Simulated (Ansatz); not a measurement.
# Si: the cost of one run

Method: DFT PBEsol, scalar-relativistic, plane waves, PAW, in Ansatz 0.2.0.

1 further run of the same task is left out (set aside as unsound or not needed).

## (1) The starting structure

Symmetry: Fd-3m, No. 227, cubic system. Conventional cell: a = 5.433 Å, b = 5.433 Å, c = 5.433 Å, α = 90.00°, β = 90.00°, γ = 90.00°. Si (site symmetry -43m) is surrounded by 4 Si at 2.35 Å.

As a file:

```cif
data_structure
_symmetry_space_group_name_H-M 'Fd-3m:1'
_symmetry_Int_Tables_number 227
_cell_length_a 5.4329
_cell_length_b 5.4329
_cell_length_c 5.4329
_cell_angle_alpha 90.000
_cell_angle_beta 90.000
_cell_angle_gamma 90.000
_cell_volume 160.36
loop_
_atom_site_label
_atom_site_type_symbol
_atom_site_symmetry_multiplicity
_atom_site_Wyckoff_symbol
_atom_site_fract_x
_atom_site_fract_y
_atom_site_fract_z
_atom_site_occupancy
Si1 Si 8 a 0.50000 0.00000 0.50000 1
```

This cell was relaxed beforehand with the same method: volume 20.04 Å³/atom, gap on the mesh 0.46 eV.

## (2) What is varied

Gamma surface: rigid slide across a plane, one fault a cell; the plane is (0 1 1) of the conventional cell.

The axes are (1) slide along a1: 8 values from 0.000 to 0.875, periodic; (2) slide along a2: 8 values from 0.000 to 0.875, periodic.

Nothing else is relaxed (rigid halves, spacing across the cut fixed). Energies count from the perfect crystal. Points are written as (first, second).

The two vectors of the plane (Å): (5.433, 0.000, 0.000); (0.000, 2.716, -2.716).

## (3) The run at (0/8, 1/8) of the map's two axes

input.yaml

```yaml
crystal:
  lattice:
    - [5.4328540087, 0.0, 0.0]
    - [0.0, 2.7164270044, -2.7164270044]
    - [0.0, 8.4888343886, 7.8097276375]
  atoms:
    - { symbol: Si, position: [0.5, -0.0312479167, 0.2499833333] }
    - { symbol: Si, position: [0.0, 0.44791875, 0.41665] }
    - { symbol: Si, position: [0.5, -0.0729145833, 0.5833166667] }
    - { symbol: Si, position: [0.0, 0.4062520833, 0.7499833333] }
    - { symbol: Si, position: [0.5, -0.11458125, 0.91665] }
    - { symbol: Si, position: [0.0, 0.4895854167, 0.0833166667] }
    - { symbol: Si, position: [0.75, -0.05208125, 0.41665] }
    - { symbol: Si, position: [0.25, 0.4270854167, 0.5833166667] }
    - { symbol: Si, position: [0.75, -0.0937479167, 0.7499833333] }
    - { symbol: Si, position: [0.25, 0.38541875, 0.91665] }
    - { symbol: Si, position: [0.75, -0.0104145833, 0.0833166667] }
    - { symbol: Si, position: [0.25, 0.4687520833, 0.2499833333] }
basis:
  ecutwfc: 420
kpoints:
  mp_grid: { grid: [6, 9, 3] }
hamiltonian:
  xc: pbesol
  pseudopotentials: { kind: paw, azcp: { folder: soft_1 } }
scf:
  occupations: { method: gaussian, width: 0.05 }
output:
  forces: true
  stress: true
  eigenvalues: true
```

The run is started by

```console
$ ansatz run input.yaml --threads 2 --pin off --max-ram 4096MiB --backend cpu --events-out ev --progress --plain --runs-dir out
```

What time and memory should one allow on 2 threads of Arm Neoverse N1, shared host?

About 30 s, with a peak of 0.66 GiB.
